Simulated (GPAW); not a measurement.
Crystal: HfO2.

```xyz
6
Lattice="3.5580 0.0000 0.0000 0.0000 3.5580 0.0000 0.0000 0.0000 5.1719" Properties=species:S:1:pos:R:3 pbc="T T T"
Hf    0.0000    0.0000    0.0000
Hf    1.7790    1.7790    2.5859
O     0.0000    1.7790    1.0199
O     1.7790    0.0000    1.5660
O     1.7790    0.0000    4.1519
O     0.0000    1.7790    3.6059
```

Measurements of this composition are mostly on another form, of space group No. 14.

Base run:

```yaml
Program: GPAW 26.7.0
Functional: r2SCAN
Potentials_or_basis: GPAW PAW data sets (gpaw-data 1.2.1)
Cutoff: 800 eV
Basis: pw
k_mesh: 5 × 5 × 4
Occupations: fermi-dirac, width 0.05 eV
Spin: no spin polarisation
```

Its results: band gap on the k mesh 5.30 eV, indirect (least direct gap 5.38 eV); pressure 4.3 GPa; largest force 0.126 eV/Å.

**Question.** The run is repeated on the same cell with these changes: functional from r2SCAN to PBE. What comes out?

**Answer.** Band gap on the k mesh 4.75 eV, indirect (least direct gap 4.83 eV); pressure 10.5 GPa; largest force 0.264 eV/Å.

r2SCAN gives the wider gap, since meta-GGAs in the generalised Kohn-Sham scheme recover part of the derivative discontinuity.

Caveats: spin-orbit coupling is left out, which moves the levels of the heavy elements; the PAW data sets were made with another functional, which shifts forces and pressure a little (some runs).

Not every run made on this cell is shown here.
